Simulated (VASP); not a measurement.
**MgI2: density of states with PBE**

The system is MgI2.

```
Mg I
1.0
     4.15370    0.00000    0.00000
    -2.07685    3.59721    0.00000
     0.00000    0.00000    6.86200
Mg I
1 2
Direct
  0.00000 0.00000 0.00000
  0.33333 0.66667 0.75763
  0.66667 0.33333 0.24237
```

| Quantity | Value |
| --- | --- |
| Program | VASP 6.6.1 |
| Task | density of states |
| Functional | PBE |
| Potentials or basis | VASP PAW PBE potentials, release 64 (Mg, I) |
| Cutoff | 520 eV |
| k mesh | 7 × 7 × 4 |
| Occupations | fermi-dirac, width 0.01 eV |
| Spin | no spin polarisation |
| Dipole correction | no |
| k mesh for the DOS | 11 × 11 × 6 |
| Occupations for the DOS | tetrahedron |
| Further INCAR settings | ALGO = Normal; EDIFF = 1e-06 |

```json
{"Valence electrons inside the program's atomic spheres": "Mg 0.28; I 4.34"}
```

Levels at points of the mesh, in eV from the valence-band top:
```
           k point  band 4  band 5  band 6  band 7  band 8  band 9  band 10  band 11  band 12
(0.00, 0.00, 0.00)   -0.48   -0.48   -0.09   -0.09    0.00    3.69     4.75     6.67     6.67
(0.00, 0.00, 0.50)   -1.45   -0.38   -0.38   -0.20   -0.20    4.63     4.84     6.49     6.49
```

States per cell in windows of 0.5 eV (zero at the valence-band top; states under -8 eV left out):
| from (eV) | total | I2_p | I3_p | Mg1_s | Mg1_p | I2_d | I3_d |
| --- | --- | --- | --- | --- | --- | --- | --- |
| -8.0 | 0.00 | 0.00 | 0.00 | 0.00 | 0.00 | 0.00 | 0.00 |
| -7.5 | 0.00 | 0.00 | 0.00 | 0.00 | 0.00 | 0.00 | 0.00 |
| -7.0 | 0.00 | 0.00 | 0.00 | 0.00 | 0.00 | 0.00 | 0.00 |
| -6.5 | 0.00 | 0.00 | 0.00 | 0.00 | 0.00 | 0.00 | 0.00 |
| -6.0 | 0.00 | 0.00 | 0.00 | 0.00 | 0.00 | 0.00 | 0.00 |
| -5.5 | 0.00 | 0.00 | 0.00 | 0.00 | 0.00 | 0.00 | 0.00 |
| -5.0 | 0.00 | 0.00 | 0.00 | 0.00 | 0.00 | 0.00 | 0.00 |
| -4.5 | 0.00 | 0.00 | 0.00 | 0.00 | 0.00 | 0.00 | 0.00 |
| -4.0 | 0.29 | 0.05 | 0.05 | 0.02 | 0.00 | 0.00 | 0.00 |
| -3.5 | 1.71 | 0.29 | 0.29 | 0.09 | 0.00 | 0.00 | 0.00 |
| -3.0 | 1.29 | 0.25 | 0.25 | 0.01 | 0.02 | 0.00 | 0.00 |
| -2.5 | 0.88 | 0.19 | 0.19 | 0.00 | 0.01 | 0.00 | 0.00 |
| -2.0 | 1.56 | 0.35 | 0.35 | 0.00 | 0.02 | 0.00 | 0.00 |
| -1.5 | 1.90 | 0.47 | 0.47 | 0.00 | 0.02 | 0.00 | 0.00 |
| -1.0 | 2.93 | 0.80 | 0.80 | 0.00 | 0.01 | 0.00 | 0.00 |
| -0.5 | 1.47 | 0.43 | 0.43 | 0.00 | 0.01 | 0.00 | 0.00 |
| 0.0 | 0.00 | 0.00 | 0.00 | 0.00 | 0.00 | 0.00 | 0.00 |
| 0.5 | 0.00 | 0.00 | 0.00 | 0.00 | 0.00 | 0.00 | 0.00 |
| 1.0 | 0.00 | 0.00 | 0.00 | 0.00 | 0.00 | 0.00 | 0.00 |
| 1.5 | 0.00 | 0.00 | 0.00 | 0.00 | 0.00 | 0.00 | 0.00 |
| 2.0 | 0.00 | 0.00 | 0.00 | 0.00 | 0.00 | 0.00 | 0.00 |
| 2.5 | 0.00 | 0.00 | 0.00 | 0.00 | 0.00 | 0.00 | 0.00 |
| 3.0 | 0.00 | 0.00 | 0.00 | 0.00 | 0.00 | 0.00 | 0.00 |
| 3.5 | 0.50 | 0.03 | 0.03 | 0.09 | 0.00 | 0.02 | 0.02 |
| 4.0 | 0.97 | 0.07 | 0.07 | 0.17 | 0.01 | 0.03 | 0.03 |
| 4.5 | 0.55 | 0.04 | 0.04 | 0.09 | 0.01 | 0.01 | 0.01 |
| 5.0 | 0.57 | 0.01 | 0.01 | 0.00 | 0.02 | 0.02 | 0.02 |
| 5.5 | 1.33 | 0.04 | 0.04 | 0.01 | 0.06 | 0.06 | 0.06 |
| 6.0 | 1.76 | 0.06 | 0.06 | 0.01 | 0.08 | 0.09 | 0.09 |
| 6.5 | 1.76 | 0.06 | 0.06 | 0.00 | 0.12 | 0.10 | 0.10 |
| 7.0 | 0.56 | 0.02 | 0.02 | 0.00 | 0.04 | 0.03 | 0.03 |
| 7.5 | 0.00 | 0.00 | 0.00 | 0.00 | 0.00 | 0.00 | 0.00 |

Run time: 50 s on 1 thread of AMD EPYC 9R45 96-Core Processor (Zen 5) (shared host), peak memory 0.25 GiB.

 The run has no spin-orbit coupling, so splittings on I are missing.
